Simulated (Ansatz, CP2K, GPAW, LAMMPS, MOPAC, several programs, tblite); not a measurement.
**LiF: cheap methods against density-functional theory**

Aim: run LiF through methods of unlike cost and see what each gets, and at what price.

Method: no spin polarisation, static lattice; gaps from single points on the cell relaxed beforehand with r²SCAN, in LAMMPS, MOPAC, tblite, CP2K, GPAW, Ansatz (versions at each run).

## 1. Starting point

Symmetry: P6_3mc, No. 186, hexagonal system. The conventional cell has a = 3.081 Å, b = 3.081 Å, c = 4.785 Å, α = 90.00°, β = 90.00°, γ = 120.00°. Li (site symmetry 3m) is surrounded by 4 F at 1.86 to 1.87 Å. F (site symmetry 3m) is surrounded by 4 Li at 1.86 to 1.87 Å.

Structure file:

```cif
data_structure
_symmetry_space_group_name_H-M 'P 1'
_symmetry_Int_Tables_number 1
_cell_length_a 3.0811
_cell_length_b 3.0811
_cell_length_c 4.7852
_cell_angle_alpha 90.000
_cell_angle_beta 90.000
_cell_angle_gamma 120.000
_cell_volume 39.34
loop_
_atom_site_label
_atom_site_type_symbol
_atom_site_fract_x
_atom_site_fract_y
_atom_site_fract_z
_atom_site_occupancy
Li1 Li 0.33333 0.66667 0.38244 1
Li2 Li 0.66667 0.33333 0.88244 1
F1 F 0.33333 0.66667 0.99256 1
F2 F 0.66667 0.33333 0.49256 1
```

The structure type (database structure) is imposed and need not be the compound's stable one.

**Question.** The methods are ffield.eim, PM6, PM7, GFN1-xTB (tblite), GFN2-xTB (tblite), PBE/DZVP, PBE/single-zeta, PBE/SZV, coarse PBE, GLLB-SC, PBE, r2SCAN. What gap does r2SCAN give on this cell, and which other methods (full PBE left aside) come nearest to r2SCAN and farthest in gap, volume and bulk modulus?

```
                                               quantity                                                value
                                                 r2SCAN                 gap 8.58 eV, 9.83 Å³/atom, B₀ 59 GPa
         gap: nearest and farthest of the other methods  coarse PBE (-0.61 eV), GFN1-xTB (tblite) (-6.96 eV)
      volume: nearest and farthest of the other methods     GFN1-xTB (tblite) (+6.5 %), ffield.eim (-17.6 %)
bulk modulus: nearest and farthest of the other methods                PBE/DZVP (-15 %), ffield.eim (+680 %)
```

**Reading.** Among the 9 methods compared for the gap (full PBE left aside), coarse PBE is nearest to r2SCAN and GFN1-xTB (tblite) farthest. For the volume, of the 3 methods compared (full PBE left aside), GFN1-xTB (tblite) comes nearest to r2SCAN and ffield.eim is farthest. Among the 3 methods compared for the bulk modulus (full PBE left aside), PBE/DZVP is nearest to r2SCAN and ffield.eim farthest. A minimal basis or a coarse cutoff and mesh shifts results by its own error, so closeness to r2SCAN can be chance. Cluster runs see only the k-points that fold onto the zone centre, so their gaps can miss the band edges. GLLB-SC is compared with its derivative discontinuity added. No volume is given for PM6, PM7, GFN2-xTB (tblite), PBE/single-zeta, PBE/SZV, coarse PBE, which can hide a larger miss. CPU times run from 0.12 s (ffield.eim) to 47 s (PBE/DZVP). On this cell GFN2-xTB (tblite), PBE/DZVP, PBE/single-zeta, PBE/SZV, GLLB-SC cost more than r2SCAN itself (9.8 s), so they are no saving here. r2SCAN is a yardstick, not the truth: it usually gives gaps below the measured ones.
